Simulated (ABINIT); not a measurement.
# Be (P6_3/mmc) in ABINIT: further runs

Runs on Be. Level: r2SCAN. Tasks: band structure.

Everything below comes from runs of ABINIT 10.8.3 (patched build). Logs are shortened: lines on timing, memory, paths and dates and some standing lists are left out, and cuts for length are marked. The log counts tension as positive stress, the text compression.

## 1. The structure

The structure is hexagonal, space group P6_3/mmc (No. 194). The conventional cell has a = 2.285 Å, b = 2.285 Å, c = 3.584 Å, α = 90.00°, β = 90.00°, γ = 120.00°. Be (site symmetry -6m2) has 12 Be at 2.23 to 2.29 Å as nearest neighbours.

## 2. Band structure, r2SCAN

Contents of run.abi:

```
ndtset 2

pp_dirpath "./"
pseudos "Be.GGA_PBE-ansatz.xml"

acell 3*1.0 Angstrom
rprim
     2.2853000000     0.0000000000     0.0000000000
    -1.1426500000     1.9791278553     0.0000000000
     0.0000000000     0.0000000000     3.5842000000
ntypat 1
znucl 4
natom 2
typat 1 1
xred
     0.6666666667     0.3333333333     0.7500000000
     0.3333333333     0.6666666667     0.2500000000

ecut 18.0
pawecutdg 36.0
pawovlp 30

ixc -497498
usekden 1
pawxcdev 0

occopt 3
tsmear 0.00183747

nstep 100

iomode 3
prtwf 0
prteig 0
prtebands 0
enunit 1
prtden1 1
prtkden1 1

kptopt1 1
ngkpt1 13 13 8
nshiftk1 1
shiftk1 0.0 0.0 0.0
nband1 6
tolvrs1 1.0e-7

iscf2 -2
getden2 1
getkden2 1
nband2 12
nbdbuf2 4
tolwfr2 1.0e-11
kptopt2 -7
ndivsm2 6
prteig2 1
kptbounds2
     0.0000000000     0.0000000000     0.0000000000
     0.5000000000     0.0000000000     0.0000000000
     0.3333333333     0.3333333333     0.0000000000
     0.0000000000     0.0000000000     0.0000000000
     0.0000000000     0.0000000000     0.5000000000
     0.5000000000     0.0000000000     0.5000000000
     0.3333333333     0.3333333333     0.5000000000
     0.0000000000     0.0000000000     0.5000000000
```

Potentials or basis: Ansatz PAW PBE default generated set, frozen core.

Command:

```sh
> mpirun --bind-to none -np 4 abinit run.abi > log 2>&1
```

run.abo:

```text
[... set-up lines left out ...]
 ETOT  1  -2.0832836873188    -2.083E+00 1.312E-01 1.116E-01
 ETOT  2  -2.0812857829433     1.998E-03 5.955E-03 1.477E-02
 ETOT  3  -2.0814027483128    -1.170E-04 5.520E-04 2.097E-04
 ETOT  4  -2.0814023181434     4.302E-07 1.529E-03 3.668E-06
 ETOT  5  -2.0814025485465    -2.304E-07 7.014E-04 1.549E-08

 At SCF step    5       nres2   =  1.55E-08 < tolvrs=  1.00E-07 =>converged.

Result for kinetic energy density :

--------------------------------------------------------------------------------
 Total kinetic energy density [Ha/Bohr^3]
)     Maximum=    7.2625E-02  at reduced coord.    0.6667    0.3333    0.7500
)     Minimum=    8.1365E-03  at reduced coord.    0.6667    0.3333    0.2500
   Integrated=    1.5122E+00
--------------------------------------------------------------------------------

 Cartesian components of stress tensor (hartree/bohr^3)
  sigma(1 1)=  9.71503536E-05  sigma(3 2)=  0.00000000E+00
  sigma(2 2)=  9.71503535E-05  sigma(3 1)=  0.00000000E+00
  sigma(3 3)=  1.16436121E-04  sigma(2 1)=  0.00000000E+00

--- !ResultsGS
iteration_state: {dtset: 1, }
comment   : Summary of ground state results
lattice_vectors:
- [  4.3185911,   0.0000000,   0.0000000, ]
- [ -2.1592956,   3.7400096,   0.0000000, ]
- [  0.0000000,   0.0000000,   6.7731564, ]
lattice_lengths: [   4.31859,    4.31859,    6.77316, ]
lattice_angles: [ 90.000,  90.000, 120.000, ] # degrees, (23, 13, 12)
lattice_volume:   1.0939712E+02
convergence: {deltae: -2.304E-07, res2:  1.549E-08, residm:  7.014E-04, diffor: null, }
etotal    :  -2.08140255E+00
entropy   :   0.00000000E+00
fermie    :   2.61320274E-01
cartesian_stress_tensor: # hartree/bohr^3
- [  9.71503536E-05,   0.00000000E+00,   0.00000000E+00, ]
- [  0.00000000E+00,   9.71503535E-05,   0.00000000E+00, ]
- [  0.00000000E+00,   0.00000000E+00,   1.16436121E-04, ]
pressure_GPa:  -3.0474E+00
xred      :
- [  6.6667E-01,   3.3333E-01,   7.5000E-01, Be]
- [  3.3333E-01,   6.6667E-01,   2.5000E-01, Be]
cartesian_forces: # hartree/bohr
- [ -1.99520271E-27,   1.72789624E-26,  -0.00000000E+00, ]
- [  1.99520271E-27,  -1.72789624E-26,  -0.00000000E+00, ]
force_length_stats: {min:   1.73937740E-26, max:   1.73937740E-26, mean:   1.73937740E-26, }
...

 Integrated electronic density in atomic spheres:
 ------------------------------------------------
 Atom  Sphere_radius  Integrated_density
    1        2.47176          2.33625049
    2        2.47176          2.33625049

================================================================================

 ----iterations are completed or convergence reached----

 Mean square residual over all n,k,spin=   25.170E-07; max=  70.144E-05
 reduced coordinates (array xred) for    2 atoms
       0.666666666667      0.333333333333      0.750000000000
       0.333333333333      0.666666666667      0.250000000000
 rms dE/dt=  4.0415E-26; max dE/dt=  6.8932E-26; dE/dt below (all hartree)
    1       0.000000000000     -0.000000000000      0.000000000000
    2       0.000000000000      0.000000000000      0.000000000000

 cartesian coordinates (angstrom) at end:
    1      1.14265000000000     0.65970928510000     2.68815000000000
    2     -0.00000000000000     1.31941857020000     0.89605000000000

 cartesian forces (hartree/bohr) at end:
    1     -0.00000000000000     0.00000000000000    -0.00000000000000
    2      0.00000000000000    -0.00000000000000    -0.00000000000000
 frms,max,avg= 1.0042300E-26 1.7278962E-26   0.000E+00  0.000E+00  0.000E+00 h/b

 cartesian forces (eV/Angstrom) at end:
    1     -0.00000000000000     0.00000000000000    -0.00000000000000
    2      0.00000000000000    -0.00000000000000    -0.00000000000000
 frms,max,avg= 5.1639583E-25 8.8851997E-25   0.000E+00  0.000E+00  0.000E+00 e/A
 length scales=  1.889726125908  1.889726125908  1.889726125908 bohr
              =  1.000000000000  1.000000000000  1.000000000000 angstroms
 Fermi (or HOMO) energy (eV) =   7.11089   Average Vxc (eV)= -11.28943
 Eigenvalues (   eV  ) for nkpt= 105  k points:
 kpt#   1, nband=  6, wtk=  0.00074, kpt=  0.0000  0.0000  0.0000 (reduced coord)
  -4.81664    2.65933    8.32394   24.19713   24.19713   27.21806
 prteigrs : prtvol=0 or 1, do not print more k-points.

--- !EnergyTerms
iteration_state     : {dtset: 1, }
comment             : Components of total free energy in Hartree
kinetic             :  1.51223832737043E+00
hartree             :  3.25457533968190E-03
xc                  : -1.38689938934994E+00
Ewald energy        : -3.04266754259549E+00
psp_core            :  1.05201146777802E-01
local_psp           :  1.17846378512921E-01
PAW spherical_terms :  6.10057847127863E-01
internal            : -2.08096865681672E+00
[... 50 lines left out ...]

 mkfilename : getkden/=0, take file _KDEN from output of DATASET   1.

 Real(R)+Recip(G) space primitive vectors, cartesian coordinates (Bohr,Bohr^-1):
[... 42 lines left out ...]
 Non-SCF case, kpt   67 (  0.00000  0.00000  0.50000), residuals and eigenvalues=
  3.08E-12  4.33E-12  7.14E-13  1.09E-12  9.13E-13  6.79E-12  3.55E-12  7.24E-12
  9.88E-12  2.19E-09  3.40E-05  6.12E-04
 -9.1460E-02 -9.1460E-02  6.8345E-01  6.8345E-01  9.5503E-01  9.5503E-01
  9.5503E-01  9.5503E-01  1.2987E+00  1.2987E+00  1.2987E+00  1.2991E+00

Result for kinetic energy density :

--------------------------------------------------------------------------------
 Total kinetic energy density [Ha/Bohr^3]
)     Maximum=    7.2625E-02  at reduced coord.    0.6667    0.3333    0.7500
)     Minimum=    8.1365E-03  at reduced coord.    0.6667    0.3333    0.2500
   Integrated=    1.5122E+00
--------------------------------------------------------------------------------

--- !ResultsGS
iteration_state: {dtset: 2, }
comment   : Summary of ground state results
lattice_vectors:
- [  4.3185911,   0.0000000,   0.0000000, ]
- [ -2.1592956,   3.7400096,   0.0000000, ]
- [  0.0000000,   0.0000000,   6.7731564, ]
lattice_lengths: [   4.31859,    4.31859,    6.77316, ]
lattice_angles: [ 90.000,  90.000, 120.000, ] # degrees, (23, 13, 12)
lattice_volume:   1.0939712E+02
convergence: {deltae:  0.000E+00, res2:  0.000E+00, residm:  9.973E-12, diffor:  0.000E+00, }
etotal    :  -2.08140255E+00
entropy   :   0.00000000E+00
fermie    :   2.61320274E-01
cartesian_stress_tensor: null
pressure_GPa: null
xred      :
- [  6.6667E-01,   3.3333E-01,   7.5000E-01, Be]
- [  3.3333E-01,   6.6667E-01,   2.5000E-01, Be]
cartesian_forces: null
force_length_stats: {min: null, max: null, mean: null, }
...

 Integrated electronic density in atomic spheres:
 ------------------------------------------------
 Atom  Sphere_radius  Integrated_density
    1        2.47176          2.33625049
    2        2.47176          2.33625049

================================================================================

 ----iterations are completed or convergence reached----

 Mean square residual over all n,k,spin=   29.923E-13; max=  99.733E-13
 reduced coordinates (array xred) for    2 atoms
       0.666666666667      0.333333333333      0.750000000000
       0.333333333333      0.666666666667      0.250000000000

 cartesian coordinates (angstrom) at end:
    1      1.14265000000000     0.65970928510000     2.68815000000000
    2     -0.00000000000000     1.31941857020000     0.89605000000000
 length scales=  1.889726125908  1.889726125908  1.889726125908 bohr
              =  1.000000000000  1.000000000000  1.000000000000 angstroms
 Eigenvalues (   eV  ) for nkpt=  67  k points:
 kpt#   1, nband= 12, wtk=  1.00000, kpt=  0.0000  0.0000  0.0000 (reduced coord)
  -4.81666    2.65930    8.32392   24.19700   24.19700   27.21791   27.21791   29.61644
  35.23173   36.63619   36.63619   38.10433
 kpt#   2, nband= 12, wtk=  1.00000, kpt=  0.0455  0.0000  0.0000 (reduced coord)
  -4.75320    2.74057    8.34658   23.63280   23.76871   27.22391   27.47892   29.49127
  34.14676   36.68021   37.27001   38.04657
 kpt#   3, nband= 12, wtk=  1.00000, kpt=  0.0909  0.0000  0.0000 (reduced coord)
  -4.56277    2.98421    8.41192   22.19767   22.84851   27.20233   27.85405   29.07050
  32.40646   36.72808   37.01098   38.70945
 kpt#   4, nband= 12, wtk=  1.00000, kpt=  0.1364  0.0000  0.0000 (reduced coord)
  -4.24527    3.38976    8.50994   20.33042   21.81417   27.09018   27.93484   28.23082
  30.47840   36.28206   36.61478   37.90351
 kpt#   5, nband= 12, wtk=  1.00000, kpt=  0.1818  0.0000  0.0000 (reduced coord)
  -3.80067    3.95632    8.61581   18.35131   20.81073   26.68440   26.86029   27.69001
  28.77579   34.55920   36.84636   38.49729
 kpt#   6, nband= 12, wtk=  1.00000, kpt=  0.2273  0.0000  0.0000 (reduced coord)
  -3.22926    4.68235    8.67163   16.47997   19.89654   25.02039   25.46904   27.25547
[... 170 lines left out ...]
  -1.50556   -1.50556   18.60606   18.60606   21.50116   21.50116   23.22130   23.22130
  31.46472   31.46472   38.18172   38.18191
 kpt#  64, nband= 12, wtk=  1.00000, kpt=  0.0769  0.0769  0.5000 (reduced coord)
  -1.93454   -1.93454   18.68897   18.68897   23.30787   23.30787   24.06126   24.06126
  31.53878   31.53878   37.66693   37.66695
 kpt#  65, nband= 12, wtk=  1.00000, kpt=  0.0513  0.0513  0.5000 (reduced coord)
  -2.24208   -2.24208   18.66138   18.66138   24.76159   24.76159   24.99640   24.99640
  32.17713   32.17713   36.64300   36.64303
 kpt#  66, nband= 12, wtk=  1.00000, kpt=  0.0256  0.0256  0.5000 (reduced coord)
  -2.42702   -2.42702   18.61664   18.61664   25.66453   25.66453   25.73207   25.73207
  33.55372   33.55373   35.71289   35.71359
 kpt#  67, nband= 12, wtk=  1.00000, kpt=  0.0000  0.0000  0.5000 (reduced coord)
  -2.48874   -2.48874   18.59768   18.59768   25.98778   25.98778   25.98778   25.98778
  35.33853   35.33853   35.34028   35.35034

== END DATASET(S) ==============================================================
================================================================================

 -outvars: echo values of variables after computation  --------
            acell      1.8897261259E+00  1.8897261259E+00  1.8897261259E+00 Bohr
           etotal1    -2.0814025485E+00
            fcart1    -1.9952027139E-27  1.7278962359E-26 -0.0000000000E+00
                       1.9952027139E-27 -1.7278962359E-26 -0.0000000000E+00
            rprim      2.2853000000E+00  0.0000000000E+00  0.0000000000E+00
                      -1.1426500000E+00  1.9791278553E+00  0.0000000000E+00
                       0.0000000000E+00  0.0000000000E+00  3.5842000000E+00
           strten1     9.7150353556E-05  9.7150353522E-05  1.1643612071E-04
                       0.0000000000E+00  0.0000000000E+00  0.0000000000E+00
           xangst      1.1426500000E+00  6.5970928510E-01  2.6881500000E+00
                      -2.1836941603E-17  1.3194185702E+00  8.9605000000E-01
             xred      6.6666666667E-01  3.3333333333E-01  7.5000000000E-01
                       3.3333333333E-01  6.6666666667E-01  2.5000000000E-01
 Calculation completed.
```

Wall time 22 s (4 MPI ranks of Arm Neoverse V1, shared host); peak memory 0.72 GiB.

What came out:

```
Free energy            : -56.6378 eV
Pressure               : -3.0 GPa
Band gap on the k mesh : none (metal or under the smearing width)
```

Levels at the corners of the path, in eV from the Fermi level:
```tsv
point	band 1	band 2	band 3	band 4	band 5	band 6	band 7
Γ	-11.93	-4.45	1.21	17.09	17.09	20.11	20.11
M	-5.15	-3.20	4.04	6.87	7.25	10.12	10.58
K	-2.51	-0.94	-0.94	7.24	7.24	7.40	12.62
Γ	-11.93	-4.45	1.21	17.09	17.09	20.11	20.11
A	-9.60	-9.60	11.49	11.49	18.88	18.88	18.88
L	-3.63	-3.63	1.62	1.62	12.88	12.88	16.55
H	-0.99	-0.99	0.49	0.49	6.56	6.56	17.54
A	-9.60	-9.60	11.49	11.49	18.88	18.88	18.88
```

Caveat: totals of a meta-GGA on PAW files have another zero than those of a GGA; the PAW data sets were made with another functional, which shifts forces and pressure a little; the atomic spheres overlap.

## 3. Band structure, r2SCAN

run.abi: that of step 2 with these lines changed.

```diff
@@ -3,3 +3,3 @@
 pp_dirpath "./"
-pseudos "Be.GGA_PBE-ansatz.xml"
+pseudos "Be.GGA_PBE-JTH.xml"
 
@@ -18,5 +18,4 @@
 
-ecut 18.0
-pawecutdg 36.0
-pawovlp 30
+ecut 23.0
+pawecutdg 45.0
 
@@ -43,3 +42,3 @@
 shiftk1 0.0 0.0 0.0
-nband1 6
+nband1 8
 tolvrs1 1.0e-7
@@ -49,3 +48,3 @@
 getkden2 1
-nband2 12
+nband2 14
 nbdbuf2 4
```

Potentials or basis: JTH PAW PBE v2.0.

Command:

```sh
> mpirun --bind-to none -np 4 abinit run.abi > log 2>&1
```

It took 16 s on 4 MPI ranks of Arm Neoverse V1, shared host; peak memory 0.4 GiB.

It converged, with:

```yaml
Free_energy: -804.9403 eV
Pressure: -3.0 GPa
Band_gap_on_the_k_mesh: none (metal or under the smearing width)
Valence_electrons_inside_the_program's_atomic_spheres: Be 2.60 (radii [0.8505] Å)
```

Stress tensor (GPa, compression positive):
```
-2.84  0.00  0.00
 0.00 -2.84  0.00
 0.00  0.00 -3.34
```

Levels at the corners of the path, in eV from the Fermi level:
```tsv
point	band 3	band 4	band 5	band 6	band 7	band 8	band 9
Γ	-11.92	-4.45	1.21	17.11	17.11	20.13	20.13
M	-5.15	-3.20	4.04	6.87	7.26	10.14	10.59
K	-2.51	-0.94	-0.94	7.25	7.25	7.40	12.61
Γ	-11.92	-4.45	1.21	17.11	17.11	20.13	20.13
A	-9.60	-9.60	11.50	11.50	18.91	18.91	18.91
L	-3.63	-3.63	1.62	1.63	12.90	12.90	16.58
H	-0.99	-0.99	0.48	0.48	6.57	6.57	17.57
A	-9.60	-9.60	11.50	11.50	18.91	18.91	18.91
```

Caveat: totals of a meta-GGA on PAW files have another zero than those of a GGA; the PAW data sets were made with another functional, which shifts forces and pressure a little.

## 4. Band structure, r2SCAN

run.abi: that of step 3 with these lines changed.

```diff
@@ -3,3 +3,3 @@
 pp_dirpath "./"
-pseudos "Be.GGA_PBE-JTH.xml"
+pseudos "Be.upf"
 
@@ -18,4 +18,3 @@
 
-ecut 23.0
-pawecutdg 45.0
+ecut 67.0
 
@@ -23,3 +22,2 @@
 usekden 1
-pawxcdev 0
 
@@ -43,3 +41,3 @@
 nband1 8
-tolvrs1 1.0e-7
+tolvrs1 1.0e-9
```

Potentials or basis: Ansatz NC r2SCAN.

Command:

```sh
> mpirun --bind-to none -np 4 abinit run.abi > log 2>&1
```

Run time: 61 s. Hardware: 4 MPI ranks of Arm Neoverse V1, shared host; peak memory 0.44 GiB.

It converged, with:

| Quantity | Value |
| --- | --- |
| Free energy | -765.0630 eV |
| Pressure | -2.6 GPa |
| Band gap on the k mesh | none (metal or under the smearing width) |
| Valence electrons inside the program's atomic spheres | Be 3.22 (radii [1.0584] Å) |

Stress tensor (GPa, compression positive):
```
-2.44  0.00  0.00
 0.00 -2.44  0.00
 0.00  0.00 -2.91
```

Levels at the corners of the path, in eV from the Fermi level:
| point | band 3 | band 4 | band 5 | band 6 | band 7 | band 8 | band 9 |
| --- | --- | --- | --- | --- | --- | --- | --- |
| Γ | -11.92 | -4.45 | 1.22 | 17.12 | 17.12 | 20.14 | 20.14 |
| M | -5.15 | -3.19 | 4.04 | 6.87 | 7.27 | 10.14 | 10.59 |
| K | -2.51 | -0.94 | -0.94 | 7.25 | 7.25 | 7.41 | 12.61 |
| Γ | -11.92 | -4.45 | 1.22 | 17.12 | 17.12 | 20.14 | 20.14 |
| A | -9.60 | -9.60 | 11.50 | 11.50 | 18.91 | 18.91 | 18.91 |
| L | -3.63 | -3.63 | 1.63 | 1.63 | 12.90 | 12.90 | 16.58 |
| H | -0.99 | -0.99 | 0.48 | 0.48 | 6.58 | 6.58 | 17.57 |
| A | -9.60 | -9.60 | 11.50 | 11.50 | 18.91 | 18.91 | 18.91 |

## 5. Band structure, r2SCAN

run.abi: that of step 4 with these lines changed.

```diff
@@ -3,3 +3,3 @@
 pp_dirpath "./"
-pseudos "Be.upf"
+pseudos "Be_ONCV_PBE-1.2.upf"
 
@@ -18,3 +18,3 @@
 
-ecut 67.0
+ecut 31.0
```

Potentials or basis: SG15 NC PBE v1.2.

Command:

```sh
> mpirun --bind-to none -np 4 abinit run.abi > log 2>&1
```

Wall time 20 s (4 MPI ranks of Arm Neoverse V1, shared host); peak memory 0.44 GiB.

The run converged. Its results:

```
Free energy                                           : -724.6982 eV
Pressure                                              : -2.6 GPa
Band gap on the k mesh                                : none (metal or under the smearing width)
Valence electrons inside the program's atomic spheres : Be 3.22 (radii [1.0584] Å)
```

Stress tensor (GPa, compression positive):
```
-2.73  0.00  0.00
 0.00 -2.73  0.00
 0.00  0.00 -2.46
```

Levels at the corners of the path, in eV from the Fermi level:
| point | band 3 | band 4 | band 5 | band 6 | band 7 | band 8 |
| --- | --- | --- | --- | --- | --- | --- |
| Γ | -11.71 | -4.46 | 1.46 | 16.99 | 16.99 | 19.99 |
| M | -5.13 | -3.08 | 4.02 | 6.87 | 7.41 | 10.07 |
| K | -2.51 | -0.87 | -0.87 | 7.22 | 7.22 | 7.37 |
| Γ | -11.71 | -4.46 | 1.46 | 16.99 | 16.99 | 19.99 |
| A | -9.43 | -9.43 | 11.56 | 11.56 | 18.75 | 18.75 |
| L | -3.64 | -3.64 | 1.83 | 1.83 | 12.82 | 12.82 |
| H | -1.01 | -1.01 | 0.48 | 0.48 | 6.89 | 6.89 |
| A | -9.43 | -9.43 | 11.56 | 11.56 | 18.75 | 18.75 |

Caveat: the potentials were made for another functional, which shifts forces and pressure.

## 6. Band structure, r2SCAN

run.abi: that of step 5 with these lines changed.

```diff
@@ -3,3 +3,3 @@
 pp_dirpath "./"
-pseudos "Be_ONCV_PBE-1.2.upf"
+pseudos "Be.upf"
 
@@ -18,3 +18,3 @@
 
-ecut 31.0
+ecut 53.0
```

Potentials or basis: PseudoDojo NC SR PBE v0.4.1 standard.

Command:

```sh
> mpirun --bind-to none -np 4 abinit run.abi > log 2>&1
```

Run time: 46 s. Hardware: 4 MPI ranks of Arm Neoverse V1, shared host; peak memory 0.44 GiB.

It converged, with:

| Quantity | Value |
| --- | --- |
| Free energy | -760.6099 eV |
| Pressure | -1.5 GPa |
| Band gap on the k mesh | none (metal or under the smearing width) |
| Valence electrons inside the program's atomic spheres | Be 3.22 (radii [1.0584] Å) |

Stress tensor (GPa, compression positive):
```
-1.42  0.00  0.00
 0.00 -1.42  0.00
 0.00  0.00 -1.76
```

Levels at the corners of the path, in eV from the Fermi level:
| point | band 3 | band 4 | band 5 | band 6 | band 7 | band 8 |
| --- | --- | --- | --- | --- | --- | --- |
| Γ | -11.88 | -4.46 | 1.29 | 17.13 | 17.13 | 20.15 |
| M | -5.15 | -3.16 | 4.05 | 6.87 | 7.32 | 10.14 |
| K | -2.52 | -0.92 | -0.92 | 7.25 | 7.25 | 7.41 |
| Γ | -11.88 | -4.46 | 1.29 | 17.13 | 17.13 | 20.15 |
| A | -9.56 | -9.56 | 11.53 | 11.53 | 18.92 | 18.92 |
| L | -3.63 | -3.63 | 1.69 | 1.69 | 12.91 | 12.91 |
| H | -1.00 | -1.00 | 0.48 | 0.48 | 6.68 | 6.68 |
| A | -9.56 | -9.56 | 11.53 | 11.53 | 18.92 | 18.92 |

Caveat: the potentials were made for another functional, which shifts forces and pressure.

## 7. The runs side by side

```csv
potentials or basis,cutoff (eV),fine-grid cutoff,gap on the mesh (eV),pressure (GPa)
"Ansatz PAW PBE default generated set, frozen core",490,979.61 eV,none,-3.0
JTH PAW PBE v2.0,626,1224.51 eV,none,-3.0
Ansatz NC r2SCAN,1823,-,none,-2.6
SG15 NC PBE v1.2,844,-,none,-2.6
PseudoDojo NC SR PBE v0.4.1 standard,1442,-,none,-1.5
```

Alike in all rows: task band structure; level r2SCAN; no spin polarisation; cell as given; k mesh 13 × 13 × 8; smearing fermi-dirac 0.05 eV.

Caveats: totals of a meta-GGA on PAW files have another zero than those of a GGA (some runs); the PAW data sets were made with another functional, which shifts forces and pressure a little (some runs); the potentials were made for another functional, which shifts forces and pressure (some runs); the atomic spheres overlap (some runs).

Absolute energies hang on the potentials; compare differences alone.
